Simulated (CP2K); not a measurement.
Crystal: Si2Mo.

```
Mo Si
1.0
     4.53529    0.00000    0.00000
     2.27744    3.92200    0.00000
    -3.40636   -1.96100    2.26274
Mo Si
1 2
Direct
  0.00000 0.00000 0.00000
  0.66700 0.66700 0.00000
  0.33300 0.33300 0.00000
```

Base run:

* Program: CP2K 2026.2
* Functional: PBE
* Potentials or basis: GTH_POTENTIALS Mo GTH-BLYP-q14, Si GTH-BLYP-q4; DZVP-MOLOPT-SR-GTH basis
* Density cutoff: 6123 eV
* k mesh: 12 × 12 × 12
* Occupations: fermi-dirac, width 0.05 eV
* Spin: no spin polarisation

Its results: band gap on the k mesh none (metal or under the smearing width); pressure 3.2 GPa; largest force 0.269 eV/Å.

Q: The run is repeated on the same cell with these changes: potentials or basis from GTH_POTENTIALS Mo GTH-BLYP-q14, Si GTH-BLYP-q4; DZVP-MOLOPT-SR-GTH basis to GTH_POTENTIALS Mo GTH-PBE-q14, Si GTH-PBE-q4; DZVP-MOLOPT-SR-GTH basis; potentials from Mo GTH-BLYP-q14 of GTH_POTENTIALS, Si GTH-BLYP-q4 of GTH_POTENTIALS to Mo GTH-PBE-q14 of GTH_POTENTIALS, Si GTH-PBE-q4 of GTH_POTENTIALS. What comes out?

A: Band gap on the k mesh none (metal or under the smearing width); pressure 2.1 GPa; largest force 0.286 eV/Å.

Caveats: the basis of atomic orbitals isn't converged, which shifts pressures, moduli and gaps; the potentials were made for another functional, which shifts forces and pressure (some runs).

Not every run made on this cell is shown here.
